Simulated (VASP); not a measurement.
Set up this calculation in VASP 6.6.1, as the native input.

* Task: relaxation of cell and atoms
* Functional: PBEsol
* Potentials or basis: VASP PAW PBE potentials, release 64 (Se)
* Cutoff: 300 eV
* k mesh: 9 × 9 × 6
* Occupations: gaussian, width 0.02 eV
* Spin: no spin polarisation
* Further INCAR settings: ALGO = Fast; EDIFF = 1e-07; IBRION = 2; EDIFFG = -0.005; NSW = 90; ISIF = 3

The structure of Se lies in POSCAR:

```
Se
1.0
    4.5048207000      0.0000000000      0.0000000000
   -2.2524103500      3.9012891700      0.0000000000
    0.0000000000      0.0000000000      4.9787963200
Se
3
Direct
    0.2178929800      0.0000000000      0.3333333300
    0.0000000000      0.2178929800      0.6666666700
    0.7821070200      0.7821070200      0.0000000000
```

The input as run:

INCAR

```
ALGO = Fast
EDIFF = 1E-7
EDIFFG = -0.005
ENCUT = 300
GGA = PS
IBRION = 2
ISIF = 3
ISMEAR = 0
LASPH = True
LCHARG = False
LREAL = False
LWAVE = False
NELM = 80
NSW = 90
PREC = Accurate
SIGMA = 0.02
```

KPOINTS

```
k-points
0
Gamma
  9 9 6
```

Potentials or basis: VASP PAW PBE potentials, release 64 (Se).

Command:

```sh
$ cat potpaw_PBE.64/Se/POTCAR > POTCAR
$ mpirun -np 1 vasp_std > vasp.out
```

Results of the run:

```yaml
Relaxed_volume: 24.04 Å³/atom
Relaxed_cell: a = 4.029 Å, b = 4.029 Å, c = 5.131 Å, α = 90.00°, β = 90.00°, γ = 120.00°
Space_group_after_relaxing_to_0.05_Å: P3_121 (No. 152)
Energy_gained_by_relaxing: 40.7 meV/atom
Ionic_steps: 26
Pressure_after_relaxing: 0.0 GPa
Band_gap_on_the_k_mesh: 0.41 eV, direct
```

Caveat: the volume moved by over 15 % at a fixed basis, so the end points are rough; the PAW data sets were made with another functional, which shifts forces and pressure a little; an odd mesh through Γ misses points on the zone boundary, where band edges often lie.

Run time: 4.7 min on 1 thread of Intel(R) Xeon(R) Platinum 8488C (Sapphire Rapids), with other jobs on the host, peak memory 0.17 GiB.
